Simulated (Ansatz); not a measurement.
# Al2Cu: energy along a strain

Al2Cu, P4/mmm, a = 4.084 Å, c = 2.846 Å. The structure is a Materials Project entry; whether it is the stable form wasn't checked. Ansatz: PBEsol, PAW, 420 eV, Γ-centred 12×12×16 mesh on 3 atoms, Gaussian smearing 0.15 eV; no spin polarisation. Cell vectors (Å): 4.084 0.000 0.000; 0.000 4.084 0.000; 0.000 0.000 2.846. The cell is strained by x per cent times the pattern (0 0 0 0 1 0) in the order xx yy zz yz xz xy (engineering shears), with fractional coordinates held. y is the free energy over the start, V0 = 15.826 Å³/atom. Symmetry makes y even in x.

```tsv
x (%)	y (meV/atom)
-2.00	1.19
-1.00	0.30
0.00	0.00
0.25	0.02
0.50	0.07
0.75	?
1.25	0.47
1.50	0.67
1.75	0.91
```

Task: Fit y = c2 x² + c4 x⁴ to the other rows, get the stiffness along the pattern, and predict the missing energy.

Result: Least squares on the rows shown. y = 0.2997 x² − 0.0006191 x⁴. The clamped-ion stiffness p·C·p = 2 × 2.997 eV × 160.2 / 15.826 Å³ = 61 GPa, which is C55 in these axes. At x = 0.75 the fit asked for gives 0.17 meV/atom. The run gave 0.17 meV/atom, the same to the digits shown.

Cost: 9 runs of about 4.2 core-minutes in all, on Arm Neoverse V2 (shared hosts).